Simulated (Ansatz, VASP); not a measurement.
## Two plane-wave programs on Ta

```
Ta
1.0
    -1.65948    1.65948    1.53502
     1.65948   -1.65948    1.53502
     1.65948    1.65948   -1.53502
Ta
1
Direct
  0.00000 0.00000 0.00000
```

Change from the starting cell: normal strain along x +0.0000, normal strain along z -0.0750.

Alike in both runs: task single point; functional PBE; k mesh 18 × 18 × 18; occupations gaussian, width 0.15 eV; no spin polarisation.

|  | VASP | Ansatz |
| --- | --- | --- |
| version | VASP 6.6.1 | Ansatz 0.2.0 |
| potentials or method | VASP PAW PBE potentials, release 64 (Ta_pv) | scalar-relativistic, plane waves, PAW |
| plane-wave cutoff (eV) | 520 | 420 |
| valence electrons in the cell | 11 | 13 |

```csv
,VASP,Ansatz,Ansatz less VASP
gap on the k mesh at the Fermi level (eV),none,none,-
pressure (GPa),18.5,18.2,-0.24
largest component of the traceless stress (GPa),5.84,5.85,+0.012
```

A gap of «none» marks a metal or a gap that the smearing closes. The two sets of potentials don't hold the same shells in valence.

Caveats: so large a pressure means that the cell lies far from this level's equilibrium, or that cutoff or potentials fall short (VASP). Spin-orbit coupling is left out, which matters for the levels of Ta.
